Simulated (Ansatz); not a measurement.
## HfN: energy along a strain

HfN, Fm-3m, a = 4.518 Å (as given, not relaxed at this level: 5.4 GPa). Ansatz: PBE, PAW, 420 eV, Γ-centred 18×18×18 mesh on 2 atoms, Gaussian smearing 0.15 eV; no spin polarisation. Cell vectors (Å): 0.000 2.259 2.259; 2.259 0.000 2.259; 2.259 2.259 0.000. The cell is strained by x per cent times the pattern (0 0 0 1 0 0) in the order xx yy zz yz xz xy (engineering shears), with fractional coordinates held. y is the free energy over the start, V0 = 11.528 Å³/atom. Symmetry makes y even in x.

| x (%) | y (meV/atom) |
| --- | --- |
| -6.00 | 15.95 |
| -3.00 | 3.94 |
| 0.00 | 0.00 |
| 0.75 | 0.25 |
| 1.50 | 0.98 |
| 2.25 | 2.21 |
| 3.75 | ? |
| 4.50 | 8.90 |
| 5.25 | 12.15 |

Q: Fit y = c2 x² + c4 x⁴ to the other rows, get the stiffness along the pattern, and predict the missing energy.

A: Least squares on the rows shown. y = 0.43512 x² + 0.00021726 x⁴. The clamped-ion stiffness p·C·p = 2 × 4.351 eV × 160.2 / 11.528 Å³ = 121 GPa, which is C44 in these axes (second derivative at the start, which stands under stress). At x = 3.75 the fit asked for gives 6.16 meV/atom. The run gave 6.17 meV/atom, so the fit is 0.01 meV/atom too low, a small miss on the scale of the series.

The cell has an odd number of electrons and ran without spin polarisation, so a magnetic or disproportionated state may lie lower. Spin–orbit coupling is left out, which can shift energies with elements as heavy as these.